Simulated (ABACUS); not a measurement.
Runs of ABACUS 3.10.1 on Na. The structure is cubic, space group Im-3m (No. 229). Conventional cell: a = 4.282 Å, b = 4.282 Å, c = 4.282 Å, α = 90.00°, β = 90.00°, γ = 90.00°. Na (site symmetry m-3m) is surrounded by 8 Na at 3.71 Å. 

| task | level | potentials or basis | cell | k mesh | cutoff (eV) | SCF threshold on the density | eigensolver | symmetry key | orbital files | path | gap on the mesh (eV) | pressure (GPa) | relaxed volume (Å³/atom) |
| --- | --- | --- | --- | --- | --- | --- | --- | --- | --- | --- | --- | --- | --- |
| single point | HLE16 | SSSP 1.3 efficiency PBE, plane waves | as given | 7 × 7 × 7 | 748 | 1e-08 | dav | 1 | - | - | none | (a) | - |
| single point | WC | PseudoDojo NC SR 0.4.1 PBE standard, plane waves | as given | 7 × 7 × 7 | 1211 | 1e-08 | dav | 1 | - | - | none | -0.4 | - |
| relaxation of cell and atoms | BLYP | PseudoDojo NC SR 0.5 PBE stringent, DZP LCAO (the cutoffs set its grid) | relaxed | 8 × 8 × 8 | 1361 | 1e-07 | genelpa | 1 | Na Na_confined-atom_9au_3s2p1d.orb | - | - | 0.0 | 37.68 |
| relaxation of cell and atoms | BP86 | PseudoDojo NC SR 0.4.1 PBE standard, plane waves | relaxed | 7 × 7 × 7 | 1211 | 1e-08 | dav | 1 | - | - | none | 0.0 | 37.38 |
| single point | TPSS | SG15 ONCV 1.2 PBE, plane waves | as given | 6 × 6 × 6 | 1401 | 1e-08 | dav | 1 | - | - | none | -0.4 | - |

Alike in all rows: no spin polarisation; smearing fermi-dirac 0.05 eV.

**Question.** Fill in the values left out.

**Answer.** (a) -0.6.

Caveats: the potentials were made for another functional, which shifts forces and pressure; the potentials were made for a functional far from this one (some runs); the atomic orbitals were generated for these runs and aren't a published set (some runs); the basis of atomic orbitals isn't converged, which shifts pressures, moduli and gaps (some runs).

A gap of «none» marks a metal or a gap under the smearing width.
